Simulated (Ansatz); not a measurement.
# Deforming CaO

```xyz
2
Lattice="0.0000 2.4490 2.4490 2.4490 0.0000 2.4490 2.4490 2.4490 0.0000" Properties=species:S:1:pos:R:3 pbc="T T T"
Ca    0.0000    0.0000    0.0000
O     2.4490    2.4490    2.4490
```

Atoms are numbered in the order listed.

The conventional cell has a = 4.898 Å, b = 4.898 Å, c = 4.898 Å, α = 90.00°, β = 90.00°, γ = 90.00°. Ca (atom 1) is surrounded by 6 O at 2.45 Å. O (atom 2) is surrounded by 6 Ca at 2.45 Å.

The geometry is COD entry 9006719, unchecked; take it as a test cell. It was measured hot, at 1427 K.

Computed with Ansatz 0.2.0, DFT, PBE, all-electron LAPW, scalar-relativistic.

Sampling and basis: a Γ-centred 11×11×11 k mesh, Fermi–Dirac smearing of 0.02 eV, basis error target 0.5 meV/atom, no spin polarisation.

The unchanged cell is at -3.99 GPa.

Semilocal functionals give too small gaps.

x, y and z are the Cartesian axes of the cell as listed; fractional coordinates follow a strain, and an engineering shear is twice the off-diagonal strain component.

With this change (equal xy, yz and zx engineering shear strains of -3 %), what becomes of the energy and stress and gap?

Energy change +9 meV/atom; stress change (xx, yy, zz, yz, xz, xy) 0.00, 0.00, 0.00, 2.07, 2.07, 2.07 GPa, compression positive; gap on the k mesh 3.69 → 3.59 eV.

With this change (z strained by +2 % at fixed volume), what becomes of the energy and stress and gap?

Energy change +3 meV/atom; stress change (xx, yy, zz, yz, xz, xy) 1.22, 1.22, -1.90, 0.00, 0.00, 0.00 GPa, compression positive; gap on the k mesh 3.69 → 3.65 eV.

With this change (atom 1 (Ca) moved by (0.0000, 0.0000, 0.0800) Å), what becomes of the energy and stress and forces and gap?

Energy change +4 meV/atom; stress change (xx, yy, zz, yz, xz, xy) -0.03, -0.03, 0.71, 0.00, 0.00, 0.00 GPa, compression positive; change of the force on Ca1 (0.000, 0.000, -0.180) eV/Å; gap on the k mesh 3.69 → 3.71 eV.

What force constant does this one finite step give for Ca1 along its displacement (all its periodic images move with it)?

k = −ΔF·u/|u|² = 2.24 eV/Å², so the force pulls the atom back.
